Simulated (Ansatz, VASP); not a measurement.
## Two plane-wave programs on BAs

```
B As
1.0
     0.00000    2.40463    2.40463
     2.40463    0.00000    2.40463
     2.40463    2.40463    0.00000
B As
1 1
Direct
  0.00000 0.00000 0.00000
  0.25000 0.25000 0.25000
```

Alike in both runs: task single point; functional PBE; k mesh 8 × 8 × 8; no spin polarisation.

```csv
,VASP,Ansatz
version,VASP 6.6.1,Ansatz 0.2.0
potentials or method,"VASP PAW PBE potentials, release 64 (B, As)","plane waves, PAW"
plane-wave cutoff (eV),520,420
occupations,"gaussian, width 0.01 eV",fixed
valence electrons in the cell,8,18
```

|  | VASP | Ansatz | Ansatz less VASP |
| --- | --- | --- | --- |
| gap on the k mesh at the Fermi level (eV) | 1.21 | 1.22 | +0.008 |
| pressure (GPa) | 0.6 | 0.0 | -0.59 |

The two sets of potentials don't hold the same shells in valence.

A k mesh can miss the band edges.
